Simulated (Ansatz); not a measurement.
# Varying the input for Se

The reference input for Ansatz (plane-wave DFT with PAW):

```yaml
crystal:
  lattice:
    - [1.39426943, -4.039002765, 0.0]
    - [1.39426943, 4.039002765, 0.0]
    - [0.0, 0.0, 4.6134314]
  atoms:
    - { symbol: Se, position: [0.93565532, 0.06434468, 0.25] }
    - { symbol: Se, position: [0.06434468, 0.93565532, 0.75] }
basis:
  ecutwfc: 420
kpoints:
  mp_grid: { grid: [6, 6, 4] }
hamiltonian:
  xc: pbe
scf:
  occupations: { method: gaussian, width: 0.1 }
output:
  forces: true
  stress: true
  eigenvalues: true
```

Command:

```bash
ansatz run input.yaml --threads 1 --pin off --max-ram 1331MiB --backend cpu --events-out ev --progress --plain --runs-dir out
```

The run converges in 6 SCF iterations on 39 irreducible k-points: pressure 1.57 GPa, largest force 0.310 eV/Å, no gap.

Settings here are deliberately varied, not converged. Each trial's input is given as a difference from the reference's; energies are extrapolated to zero smearing where there is one, and pressure is positive in compression.

Trial 1:

```diff
 basis:
+  ecutrho_ratio: 3
 kpoints:
-  mp_grid: { grid: [6, 6, 4] }
+  mp_grid: { grid: [2, 2, 1] }
 hamiltonian:
-  xc: pbe
+  xc: pbesol
 scf:
-  occupations: { method: gaussian, width: 0.1 }
+  occupations: { method: fermi_dirac, width: "0.02 Ry" }
 output:
+  dos: { projected: true }
```

The run converges in 7 SCF iterations on 3 irreducible k-points: pressure -4.26 GPa, largest force 1.198 eV/Å, no gap. It warns that the density cutoff lies under the recommended one.

Trial 2:

```diff
 basis:
-  ecutwfc: 420
+  ecutwfc: 500
 kpoints:
-  mp_grid: { grid: [6, 6, 4] }
+  mp_grid: { grid: [3, 3, 2] }
 hamiltonian:
-  xc: pbe
+  xc: r2scan
```

The run converges in 6 SCF iterations on 8 irreducible k-points: pressure -1.22 GPa, largest force 1.165 eV/Å, no gap.

Trial 3:

```diff
 basis:
-  ecutwfc: 420
+  ecutwfc: "26 Ry"
 kpoints:
-  mp_grid: { grid: [6, 6, 4] }
+  mp_grid: { grid: [4, 1, 5] }
 hamiltonian:
-  xc: pbe
+  xc: lda
 scf:
-  occupations: { method: gaussian, width: 0.1 }
+  occupations: { method: methfessel_paxton, width: 0.51 }
+  max_iter: 80
+  convergence: { dr2_threshold: "1e-4 eV" }
```

The run converges in 5 SCF iterations on 9 irreducible k-points: pressure 4.71 GPa, largest force 0.433 eV/Å, no gap. It warns that the cutoff lies under the recommended one, 420 eV for these potentials; that the SCF threshold is loose for the forces; that the SCF threshold is loose for the stress; that the mesh lowers the symmetry.

Trial 4:

```diff
 basis:
+  xc_grid: 1
 kpoints:
-  mp_grid: { grid: [6, 6, 4] }
+  mp_grid: { kspacing: 0.74 }
+magnetization:
+  noncollinear: true
+  spin_orbit: true
```

The run converges in 6 SCF iterations on 14 irreducible k-points: pressure 2.63 GPa, largest force 0.888 eV/Å, no gap.